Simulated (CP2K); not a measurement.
**Ir: equation of state with LDA**

Ir:

```
Ir
1.0
     2.70907    0.00000    0.00000
     1.35453    2.34612    0.00000
     1.35453    0.78204    2.21194
Ir
1
Direct
  0.00000 0.00000 0.00000
```

- Program: CP2K 2026.2
- Task: equation of state
- Functional: LDA
- Potentials or basis: GTH_POTENTIALS Ir GTH-PADE-q17; TZVP-MOLOPT-PBE-GTH basis
- Density cutoff: 6123 eV
- k mesh: 12 × 12 × 12
- Occupations: fermi-dirac, width 0.1 eV
- Spin: no spin polarisation
- SCF solver: diagonalisation with k points
- Quickstep method: GPW
- EPS_DEFAULT: 1.0E-9
- EPS_SCF: 1.0E-6
- MAX_SCF: 100
- SCF_GUESS: ATOMIC
- k points reduced by the point group: yes
- Mesh centred on Gamma: yes
- CHOLESKY: OFF
- EPS_EIGVAL: 1.0E-7
- MIXING METHOD: BROYDEN_MIXING
- MIXING ALPHA: 0.4
- NBUFFER: 8
- NGRIDS: 4
- Basis sets: Ir TZVP-MOLOPT-PBE-GTH-q17
- Potentials: Ir GTH-PADE-q17 of GTH_POTENTIALS
- ADDED_MOS: [11]
- REL_CUTOFF (Ry): 60 Ry
- MIXING BETA (1/bohr): 1.5 1/bohr
- CUTOFF of the grids: 450 Ry

| Property | Result |
| --- | --- |
| Equilibrium volume | 13.30 Å³/atom |
| Bulk modulus | 364 GPa |
| Pressure derivative of the bulk modulus | 2.9 |

Energy against volume, from the lowest point:
| volume (Å³/atom) | energy (meV/atom) |
| --- | --- |
| 13.215 | 0.00 |
| 13.496 | 2.65 |
| 13.778 | 17.98 |
| 14.059 | 45.07 |
| 14.340 | 83.00 |
| 14.621 | 130.89 |
| 14.902 | 187.89 |

All runs of the series together: 12 min on 1 thread of Arm Neoverse V2, with other jobs on the host.

Caveat: the basis of atomic orbitals isn't converged, which shifts pressures, moduli and gaps. Zero-point motion and thermal expansion aren't in these numbers.
